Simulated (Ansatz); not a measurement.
Method: r2SCAN, no spin polarisation; PAW, plane waves to 500 eV, 10×10×6 Γ-centred mesh, fermi-dirac occupations (width 0.1267 eV) (Ansatz 0.2.0), atoms fixed.

Computed maps in the lattice plane spanned by b (left to right, 4.11 Å, 12 points from zero) and c (bottom to top, 5.72 Å, 17 points from zero), 90° apart, at height 0.000 along a. The fields are smooth PAW ones with compensation charges, not the true ones near nuclei.

Valence density. Digits on a logarithmic scale: 0 up to 0.03 e/Å³, each further digit a factor of 1.6, 9 from 1.3 e/Å³ up:
```
998544444589
996544444569
655445554455
444455555444
554455555445
775544544557
997544444579
999644344699
999644344699
997544444579
775544544557
554455555445
444455555444
655445554455
996544444569
998544444589
999644344699
```

The cell is NiSb. Which atoms lie within 0.2 Å of this plane, and where (fractions of b and c)?

Ni at (0.00, 0.00), Ni at (0.00, 0.50). The whole cell:
```
Ni Sb
1.0
     4.10519    0.00000    0.00000
    -2.05260    3.55520    0.00000
     0.00000    0.00000    5.71759
Ni Sb
2 2
Direct
  0.00000 0.00000 0.00000
  0.00000 0.00000 0.50000
  0.33330 0.66670 0.25000
  0.66660 0.33330 0.75000
```

Origin: a known structure type with other elements, at an estimated volume, so it need not be a known compound. Caveats: no spin polarisation, so a magnetic state may lie lower.
